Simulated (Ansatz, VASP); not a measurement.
## Two plane-wave programs on Ba

The input INCAR:

```
PREC = Accurate ; ENCUT = 520
EDIFF = 1E-6 ; ISMEAR = 0
SIGMA = 0.15 ; LREAL = F
LASPH = T ; NELM = 100
ALGO = Normal ; ISIF = 2
LWAVE = F ; LCHARG = F
GGA = PE ; NBANDS = 11
```

File KPOINTS:

```
Automatic mesh
0
Gamma
  14 14 14
```

Contents of POSCAR:

```
Ba
1.0
   -2.3750000000      2.3750000000      2.3750000000
    2.3750000000     -2.3750000000      2.3750000000
    2.3750000000      2.3750000000     -2.3750000000
Ba
1
Direct
    0.0000000000      0.0000000000      0.0000000000
```

Input for Ansatz:

```yaml
crystal:
  lattice:
    - [-2.375, 2.375, 2.375]
    - [2.375, -2.375, 2.375]
    - [2.375, 2.375, -2.375]
  atoms:
    - { symbol: Ba, position: [0.0, 0.0, 0.0] }
basis:
  ecutwfc: 420
kpoints:
  mp_grid: { grid: [14, 14, 14] }
hamiltonian:
  xc: pbe
scf:
  occupations: { method: gaussian, width: 0.15 }
output:
  forces: true
  stress: true
  eigenvalues: true
```

Change from the starting cell: strain -0.050 along x and y, -0.050 along z, atoms carried along.

Alike in both runs: task single point; functional PBE; k mesh 14 × 14 × 14; occupations gaussian, width 0.15 eV; no spin polarisation.

```csv
,VASP,Ansatz
version,VASP 6.6.1,Ansatz 0.2.0
potentials or method,"VASP PAW PBE potentials, release 64 (Ba_sv)","scalar-relativistic, plane waves, PAW"
plane-wave cutoff (eV),520,420
valence electrons in the cell,10,10
```

```csv
,VASP,Ansatz,Ansatz less VASP
gap on the k mesh at the Fermi level (eV),none,none,-
pressure (GPa),2.0,1.8,-0.13
```

A gap of «none» marks a metal or a gap that the smearing closes.

Spin-orbit coupling is left out, which matters for the levels of Ba.
